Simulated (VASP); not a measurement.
# C in VASP: notebook, part 2 of 2

VASP 6.6.1.

### 3 Optical spectrum, PW91+D3(BJ) (the (0 0 1) slab of C, cut from the database cell, not relaxed)

The input, INCAR:

```
SYSTEM = C
  PREC = Accurate
  ENCUT = 520
  EDIFF = 1E-7
  ISMEAR = 0
  SIGMA = 0.05
  LREAL = .False.
  LASPH = .True.
  NELM = 80
  ALGO = Fast
  ISIF = 2
  LWAVE = .False.
  LCHARG = .False.
  LDIPOL = .True.
  IDIPOL = 3
  DIPOL = 0.5 0.5 0.500
  GGA = 91
  IVDW = 12
  VDW_S6 = 1.0
  VDW_S8 = 1.9598
  VDW_A1 = 0.6319
  VDW_A2 = 4.5718
  LOPTICS = .True.
  NBANDS = 64
  NEDOS = 2000
  CSHIFT = 0.1
```

The input, KPOINTS:

```
regular mesh
0
Gamma
  12 12 1
  0 0 0
```

The input, POSCAR:

```
C
2.4561
    0.999980738951      0.000000000000      0.000000000000
   -0.499990369501      0.866008723241      0.000000000000
    0.000000000000      0.000000000000     10.217248764965
C
8
Direct
    0.6666666667      0.3333333333      0.2988692617
    0.3333333333      0.6666666667      0.3010032749
    0.3333333333      0.6666666667      0.4322450829
    0.0000000000      0.0000000000      0.4343790960
    0.0000000000      0.0000000000      0.5656209040
    0.6666666667      0.3333333333      0.5677549171
    0.6666666667      0.3333333333      0.6989967251
    0.3333333333      0.6666666667      0.7011307383
```

Potentials or basis: VASP PAW PBE potentials, release 64 (C).

Command:

```sh
$ cat potpaw_PBE.64/C/POTCAR > POTCAR
$ mpirun -np 1 vasp_std > vasp.out
```

OUTCAR:

```text
SYSTEM = C
   PREC = Accurate
   ENCUT = 520
   EDIFF = 1E-7
   ISMEAR = 0
   LREAL = .False.
   LASPH = .True.
   NELM = 80
   ISIF = 2
   GGA = 91
   IVDW = 12
 IVDW          = 12

 ion  position               nearest neighbor table
   1  0.667  0.333  0.299-   2 1.42   2 1.42   2 1.42
   2  0.333  0.667  0.301-   1 1.42   1 1.42   1 1.42
   3  0.333  0.667  0.432-   4 1.42   4 1.42   4 1.42
   4  0.000  0.000  0.434-   3 1.42   3 1.42   3 1.42
[... 959 lines left out ...]
     2.43503     3.00558     3.00558     2.02002    -0.00000    -0.00000    -0.00000
     3.04379     2.75698     2.75698     1.93485    -0.00000     0.00000    -0.00000
[... 92 lines left out ...]
    59.65823     0.91084     0.91084     0.92623     0.00000    -0.00000     0.00000
    60.26699     0.91285     0.91285     0.92796     0.00000    -0.00000     0.00000

  frequency dependent IMAGINARY DIELECTRIC FUNCTION (independent particle, no local field effects) current-current
     E(ev)      X         Y         Z        XY        YZ        ZX
  --------------------------------------------------------------------------------------------------------------
     0.00000   308.75482   308.75482    12.44568    -0.00000    -0.00000     0.00000
     0.60876    16.07020    16.07020     1.77361    -0.00000    -0.00000     0.00000
     1.21751     1.62236     1.62236     0.26413    -0.00000    -0.00000     0.00000
     1.82627     3.77897     3.77897     0.31311    -0.00000    -0.00000     0.00000
     2.43503     6.11855     6.11855     0.20261    -0.00000    -0.00000    -0.00000
     3.04379     6.33023     6.33023     0.48497    -0.00000    -0.00000     0.00000
[... 92 lines left out ...]
    59.65823     0.00004     0.00004     0.00004    -0.00000    -0.00000     0.00000
    60.26699     0.00004     0.00004     0.00004    -0.00000    -0.00000     0.00000

  frequency dependent      REAL DIELECTRIC FUNCTION (independent particle, no local field effects) current-current
     E(ev)        X           Y           Z          XY          YZ          ZX
  --------------------------------------------------------------------------------------------------------------
     0.00000    37.31020    37.31020     2.83785    -0.00000    -0.00000     0.00000
     0.60876    -9.83695    -9.83695     3.37659     0.00000    -0.00000     0.00000
     1.21751    -0.80910    -0.80910     1.67495     0.00000    -0.00000     0.00000
     1.82627     7.38111     7.38111     2.22056    -0.00000    -0.00000     0.00000
     2.43503     2.55624     2.55624     2.01234    -0.00000    -0.00000    -0.00000
     3.04379     2.38628     2.38628     1.90671    -0.00000    -0.00000    -0.00000
[... 92 lines left out ...]
    59.65823     0.91096     0.91096     0.92623     0.00000    -0.00000    -0.00000
    60.26699     0.91297     0.91297     0.92796     0.00000    -0.00000    -0.00000
```

OSZICAR:

```text
N       E                     dE             d eps       ncg     rms          rms(c)
DAV:   1     0.103808008396E+03    0.10381E+03   -0.12126E+04  2432   0.426E+02
DAV:   2    -0.716686679511E+02   -0.17548E+03   -0.16612E+03  3152   0.132E+02
DAV:   3    -0.786713144989E+02   -0.70026E+01   -0.68663E+01  3016   0.218E+01
DAV:   4    -0.787461198198E+02   -0.74805E-01   -0.74758E-01  2992   0.262E+00
[... 12 lines left out ...]
RMM:  17    -0.737147700645E+02   -0.26139E-04   -0.94798E-07  3215   0.189E-03    0.545E-04
RMM:  18    -0.737147802712E+02   -0.10207E-04   -0.26761E-07  2963   0.989E-04    0.321E-04
RMM:  19    -0.737147854594E+02   -0.51883E-05   -0.15417E-07  3047   0.732E-04    0.723E-05
RMM:  20    -0.737147854427E+02    0.16718E-07   -0.51944E-09  2573   0.192E-04
   1 F= -.74541869E+02 E0= -.74541477E+02  d E =-.783597E-03
 imaginary and real dielectric function
```

stdout:

```text
POSCAR found type information on POSCAR C
 POSCAR found :  1 types and       8 ions
 scaLAPACK will be used
 -----------------------------------------------------------------------------
|                                                                             |
|                                                                             |
|     You enforced a specific xc type in the INCAR file but a different       |
|     I HOPE YOU KNOW WHAT YOU ARE DOING!                                     |
|                                                                             |
 -----------------------------------------------------------------------------

 LDA part: xc-table for (Slater(with rela. corr.)+CA(PZ))
 , standard interpolation
 POSCAR, INCAR and KPOINTS ok, starting setup
 FFT: planning ... GRIDC
 FFT: planning ... GRID_SOFT
 FFT: planning ... GRID
 WAVECAR not read
 entering main loop
 optical routines
 imaginary and real dielectric function
 recalculating local potential from charge density
 direction            1
 direction            2
 direction            3
```

It took 3.9 min on 1 thread of Intel Xeon Platinum 8259CL at 2.50GHz (Skylake/Cascade Lake), shared host; peak memory 0.36 GiB.

What came out:

```
Free energy                : -74.5419 eV
Largest force              : 0.896 eV/Å
Band gap on the k mesh     : none (metal or under the smearing width)
Dispersion energy per atom : -0.103 eV
```

Forces on the atoms (eV/Å):
```
C    0.000  0.000  0.863
C    0.000  0.000 -0.896
C    0.000  0.000  0.861
C    0.000  0.000 -0.856
C    0.000  0.000  0.856
C    0.000  0.000 -0.861
C    0.000  0.000  0.896
C    0.000  0.000 -0.863
```

Dielectric function (mean over the directions given):
```tsv
energy (eV)	real part	imaginary part
0.27	40.53	23.56
0.91	-6.27	6.50
1.55	3.15	0.85
2.28	3.35	2.76
2.92	4.42	4.41
3.65	0.85	2.42
4.29	-0.29	4.24
5.02	-0.30	1.84
5.66	0.29	0.59
6.39	0.99	0.40
7.03	1.08	0.29
7.67	1.40	0.22
8.40	1.77	0.18
9.04	2.03	0.12
9.77	2.57	0.18
10.41	2.81	0.86
11.14	3.18	1.07
11.78	3.37	2.18
12.51	2.51	2.92
13.15	2.62	2.52
13.79	1.60	4.15
14.52	0.73	2.77
15.16	-1.46	3.75
15.89	-0.60	0.79
16.53	0.10	1.31
17.26	0.27	0.49
17.90	0.90	1.59
18.63	-0.73	0.81
19.27	0.16	0.48
20.00	0.23	0.33
```

Caveat: spectra need much finer meshes, so this one isn't converged; independent-particle spectra lack excitons; the intraband (Drude) part of a metal's response may be missing; the PAW data sets were made with another functional, which shifts forces and pressure a little.

### 4 Density of states, PBE+TS (the (0 0 1) slab of C, cut from the database cell, not relaxed)

Edit POSCAR of step 3 so:

```diff
@@ -1,6 +1,6 @@
 C
-2.4561
-    0.999980738951      0.000000000000      0.000000000000
-   -0.499990369501      0.866008723241      0.000000000000
-    0.000000000000      0.000000000000     10.217248764965
+1.0
+    2.4560526929      0.0000000000      0.0000000000
+   -1.2280263465      2.1270040252      0.0000000000
+    0.0000000000      0.0000000000     25.0945846916
 C
```

The input, INCAR.step1:

```
PREC = Accurate ; ENCUT = 400
EDIFF = 1E-7 ; ISMEAR = -5
SIGMA = 0.05 ; LREAL = False
LASPH = True ; NELM = 80
ALGO = Normal ; ISIF = 2
LWAVE = False ; LCHARG = True
LDIPOL = True ; IDIPOL = 3
DIPOL = 0.5 0.5 0.500 ; GGA = PE
IVDW = 2 ; NBANDS = 26
```

The input, KPOINTS.step1:

```
Automatic mesh
0
Gamma
  12 12 1
```

The input, INCAR.step2:

```
PREC = Accurate ; ENCUT = 400
EDIFF = 1E-7 ; ISMEAR = -5
SIGMA = 0.05 ; LREAL = False
LASPH = True ; NELM = 80
ALGO = Normal ; ISIF = 2
LWAVE = False ; LCHARG = False
LDIPOL = True ; IDIPOL = 3
DIPOL = 0.5 0.5 0.500 ; GGA = PE
IVDW = 2 ; LORBIT = 11
NBANDS = 26 ; NEDOS = 2001
ICHARG = 11
```

The input, KPOINTS.step2:

```
Automatic mesh
0
Gamma
  18 18 1
```

Potentials or basis: VASP PAW PBE potentials, release 64 (C_s).

Command:

```sh
$ cat potpaw_PBE.64/C_s/POTCAR > POTCAR
$ cp INCAR.step1 INCAR
$ cp KPOINTS.step1 KPOINTS
$ mpirun -np 1 vasp_std > vasp.out
$ cp INCAR.step2 INCAR
$ cp KPOINTS.step2 KPOINTS
$ mpirun -np 1 vasp_std > vasp.out
```

It took 2.2 min on 1 thread of Intel Xeon Platinum 8259CL at 2.50GHz (Skylake/Cascade Lake), shared host; peak memory 0.21 GiB.

Results (log left out):

```yaml
All_electrons_inside_the_program's_atomic_spheres: C 4.33
Dispersion_energy_per_atom: -0.117 eV
```

Levels at points of the mesh, in eV from the Fermi level:
| k point | band 13 | band 14 | band 15 | band 16 | band 17 | band 18 | band 19 | band 20 |
| --- | --- | --- | --- | --- | --- | --- | --- | --- |
| (0.00, 0.00, 0.00) | -2.99 | -2.99 | -2.98 | -2.98 | 3.48 | 3.62 | 4.57 | 5.29 |
| (0.50, 0.00, 0.00) | -2.73 | -2.55 | -2.30 | -2.07 | 1.48 | 1.67 | 1.84 | 1.88 |

States per cell in windows of 1 eV (zero at the Fermi level; states under -8 eV left out):
| from (eV) | total | C1_p | C8_p | C4_p | C5_p | C2_p | C7_p |
| --- | --- | --- | --- | --- | --- | --- | --- |
| -8.0 | 2.53 | 0.31 | 0.31 | 0.31 | 0.31 | 0.31 | 0.31 |
| -7.0 | 3.78 | 0.50 | 0.50 | 0.50 | 0.50 | 0.50 | 0.50 |
| -6.0 | 2.62 | 0.33 | 0.33 | 0.32 | 0.32 | 0.33 | 0.33 |
| -5.0 | 2.51 | 0.30 | 0.30 | 0.30 | 0.30 | 0.30 | 0.30 |
| -4.0 | 2.17 | 0.25 | 0.25 | 0.25 | 0.25 | 0.25 | 0.25 |
| -3.0 | 1.76 | 0.17 | 0.17 | 0.17 | 0.17 | 0.17 | 0.17 |
| -2.0 | 0.81 | 0.08 | 0.08 | 0.08 | 0.08 | 0.07 | 0.07 |
| -1.0 | 0.22 | 0.02 | 0.02 | 0.02 | 0.02 | 0.02 | 0.02 |
| 0.0 | 0.20 | 0.02 | 0.02 | 0.02 | 0.02 | 0.02 | 0.02 |
| 1.0 | 1.40 | 0.12 | 0.12 | 0.12 | 0.12 | 0.13 | 0.13 |
| 2.0 | 1.31 | 0.11 | 0.11 | 0.11 | 0.11 | 0.11 | 0.11 |
| 3.0 | 1.19 | 0.09 | 0.09 | 0.09 | 0.09 | 0.09 | 0.09 |
| 4.0 | 1.33 | 0.07 | 0.07 | 0.07 | 0.07 | 0.07 | 0.07 |
| 5.0 | 1.79 | 0.07 | 0.07 | 0.07 | 0.07 | 0.08 | 0.08 |
| 6.0 | 1.55 | 0.06 | 0.06 | 0.05 | 0.05 | 0.05 | 0.05 |
| 7.0 | 2.78 | 0.08 | 0.08 | 0.08 | 0.08 | 0.07 | 0.07 |

Caveat: atom-pairwise D2, TS and ULG terms overbind metals; tetrahedron occupations give inexact forces and stress in metals.

### 5 Summary

```tsv
task	level	potentials or basis	cutoff (eV)	smearing	k mesh for the DOS	occupations for the DOS	gap on the mesh (eV)	largest force (eV/Å)
work function	PBE	VASP PAW PBE potentials, release 64 (C)	520	gaussian 0.05 eV	-	-	none	0.93
optical spectrum	PW91+D3(BJ)	VASP PAW PBE potentials, release 64 (C)	520	gaussian 0.05 eV	-	-	none	0.90
density of states	PBE+TS	VASP PAW PBE potentials, release 64 (C_s)	400	tetrahedron 0.05 eV	18 × 18 × 1	tetrahedron	-	-
```

Alike in all rows: no spin polarisation; cell the (0 0 1) slab of C, cut from the database cell, not relaxed; k mesh 12 × 12 × 1.

Caveats: spectra need much finer meshes, so this one isn't converged (some runs); independent-particle spectra lack excitons (some runs); the intraband (Drude) part of a metal's response may be missing (some runs); the PAW data sets were made with another functional, which shifts forces and pressure a little (some runs); atom-pairwise D2, TS and ULG terms overbind metals (some runs); tetrahedron occupations give inexact forces and stress in metals (some runs).

Total energies depend on the potentials used, so only differences within one code and one set of settings carry meaning.
